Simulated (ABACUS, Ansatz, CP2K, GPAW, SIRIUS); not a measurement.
# Cost and result for the equilibrium volume of CuI

**What was measured.** The equilibrium volume of CuI (Marshite) (F-43m) is reported as 27.72 Å³/atom (arxiv:2305.18931). The runs below try to reproduce it.

The structure is cubic, space group F-43m (No. 216). The conventional cell has a = 6.063 Å, b = 6.063 Å, c = 6.063 Å, α = 90.00°, β = 90.00°, γ = 90.00°. Around I (site symmetry -43m) lie 4 Cu at 2.63 Å. Around Cu (site symmetry -43m) lie 4 I at 2.63 Å.

| rung | level | program and potentials | cutoff (eV) | k mesh | smearing | task | core time | chip | equilibrium volume (Å³/atom) | miss | notes |
| --- | --- | --- | --- | --- | --- | --- | --- | --- | --- | --- | --- |
| GGA + dispersion | BLYP+D3(BJ) | Ansatz, all-electron LAPW, scalar-relativistic | - | 8 × 8 × 8 | fermi-dirac 0.05 | relaxation of cell and atoms | 37 s | Arm Neoverse V1 | 26.71 | -3.6 % | - |
| GGA | RPBE | ABACUS, GBRV ultrasoft 1.5 PBE, plane waves | 544 | 6 × 6 × 6 | fermi-dirac 0.05 | relaxation of cell and atoms | 2.3 min | Intel Xeon 6975P-C Granite Rapids | 29.55 | +6.6 % | potentials made for PBE |
| GGA | PBE | GPAW, GPAW PAW data sets (gpaw-data 1.2.1) | 600 | 8 × 8 × 8 | fermi-dirac 0.05 | equation of state | 2.5 min | Intel Xeon Platinum 8259CL Skylake/Cascade Lake | 28.52 | +2.9 % | far from this level's other runs, cause not traced |
| GGA | PBEsol | CP2K, POTENTIAL_UZH I GTH-PBE-q7, Cu GTH-PBE-q11; TZVP-MOLOPT-PBE-GTH basis | - | 8 × 8 × 8 | fermi-dirac 0.1 | equation of state | 4.1 min | Arm Neoverse V2 | 26.89 | -3.0 % | atomic basis; potentials made for PBE |
| GGA | PBE | SIRIUS, PseudoDojo 0.4.1 PBE standard (scalar relativistic) | 1254 | 8 × 8 × 8 | fermi-dirac 0.05 | equation of state | 6.7 min | AMD EPYC 7R43 Zen 3 | 28.16 | +1.6 % | - |
| GGA | AM05 | ABACUS, GBRV ultrasoft 1.5 PBEsol, plane waves | 544 | 6 × 6 × 6 | fermi-dirac 0.05 | equation of state | 25 min | Intel Xeon Platinum 8259CL Skylake/Cascade Lake | 26.56 | -4.2 % | potentials made for PBEsol |

Times are single runs on shared hosts and different chips, so they are rough; meshes, cutoffs and the tasks' sizes weigh on the time. All rows: no spin polarisation. Smearing widths are in eV. Meshes differ between rows, which moves values too. Meshes are those of the run's cell of 2 atoms unless a note names another. Relaxations start from the cell shown or near it and stop with a little pressure left. The cell shown, of 27.86 Å³ an atom, is the runs' start and not the measured value. Misses use the values as printed. Runs on faulty files, with rough fits or with known faults for this quantity aren't shown. No row holds spin-orbit coupling.

By rung: GGA + dispersion 26.71; GGA 26.56 to 29.55; GGA in atomic bases 26.89 (Å³/atom). Measured: 27.72 Å³/atom (arxiv:2305.18931). Closest, coarse meshes and atomic bases left aside, is PBE with SIRIUS, PseudoDojo 0.4.1 PBE standard (scalar relativistic) (+1.6 %). The runs are for a static lattice, while measurements hold temperature and zero-point motion.
